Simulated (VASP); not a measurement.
Li: single point with revPBE

Crystal: Li.

```
CELL_PARAMETERS angstrom
5.53417 0.00000 0.00000
0.00000 5.53417 0.00000
0.00000 0.00000 5.53417
ATOMIC_POSITIONS crystal
Li 0.00000 0.00000 0.00000
Li 0.50000 0.50000 0.50000
Li 0.25000 0.00000 0.50000
Li 0.75000 0.00000 0.50000
Li 0.50000 0.25000 0.00000
Li 0.50000 0.75000 0.00000
Li 0.00000 0.50000 0.25000
Li 0.00000 0.50000 0.75000
```

This isn't the form of Li at room conditions, which is bcc.

```yaml
Program: VASP 6.6.1
Task: single point
Functional: revPBE
Potentials_or_basis: VASP PAW PBE potentials, release 64 (Li_sv)
Cutoff: 520 eV
k_mesh: 6 × 6 × 6
Occupations: fermi-dirac, width 0.1 eV
Spin: no spin polarisation
```

The band gap on the k mesh is none (metal or under the smearing width).

Levels at points of the mesh, in eV from the Fermi level:
```
           k point  band 8  band 9  band 10  band 11  band 12  band 13  band 14  band 15  band 16  band 17
(0.00, 0.00, 0.00)  -46.77   -3.52    -0.28    -0.28    -0.28     0.58     0.58     0.81     3.57     3.57
(0.50, 0.00, 0.00)  -46.77   -2.59    -2.59     0.41     0.41     0.83     0.83     1.34     1.34     2.53
(0.50, 0.50, 0.00)  -46.77   -1.66    -1.65    -1.65    -1.65     1.06     1.48     1.48     1.78     2.70
(0.50, 0.50, 0.50)  -46.78   -0.72    -0.72    -0.72    -0.72    -0.72    -0.72    -0.68    -0.68     7.11
```

Wall time 54 s on 1 thread of Intel(R) Xeon(R) Platinum 8488C (Sapphire Rapids), on a shared host, peak memory 0.25 GiB.
